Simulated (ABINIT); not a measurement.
Here is an ABINIT 10.8.3 (patched build) calculation.

Contents of run.abi:

```
pp_dirpath "./"
pseudos "Se.upf, Zn.upf"

acell 4.0075983931 4.0075983931 4.0075983931 Angstrom
rprim
     0.0000000000     0.7071067812     0.7071067812
     0.7071067812     0.0000000000     0.7071067812
     0.7071067812     0.7071067812     0.0000000000
ntypat 2
znucl 34 30
natom 2
typat 1 2
xred
     0.7500000000     0.7500000000     0.7500000000
     0.0000000000     0.0000000000     0.0000000000

ecut 43.0

kptopt 1
ngkpt 6 6 6
nshiftk 1
shiftk 0.0 0.0 0.0

ixc 11

nband 22
occopt 3
tsmear 0.00183747

nstep 100
tolvrs 1.0e-10

iomode 3
prtwf 0
prteig 0
prtebands 0
enunit 1
prtvol 2
prtden 1
prtvha 1
prtvclmb 1
prtpot 1
prtelf 1
```

Potentials or basis: PseudoDojo NC SR PBE v0.4.1 standard.

Command:

```console
$ abinit run.abi > log 2>&1
```

Question: What does it give for the pressure?

Answer: 2.1 GPa.

Question: What does it give for the band gap on the k mesh?

Answer: 1.29 eV, direct.

**Experimental background.**

“Alloy Disordering Effects on the Thermal Conductivity and Energy Gap Temperature Dependence of Cd1−xZnxSe Ternary Crystals Grown by the Bridgman Method”, 2023, pmc:10253836 reports, for a bulk crystal of ZnSe at 300 K: band gap 2.695 ± 0.003 eV (an exciton energy, a little under the gap).

Measured gap of ZnSe: 2.695 eV (an exciton energy, a little under the gap; 300 K; “Alloy Disordering Effects on the Thermal Conductivity and Energy Gap Temperature Dependence of Cd1−xZnxSe Ternary Crystals Grown by the Bridgman Method”, 2023, pmc:10253836). This calculation gives 1.29 eV (-1.41 eV). So large a miss can be the level of theory's own, or it may mean another phase, state or a wrong row. Spin-orbit coupling on Se is left out. The value is that of PBE, without temperature or zero-point motion. Semilocal functionals fall short of measured gaps as a rule.
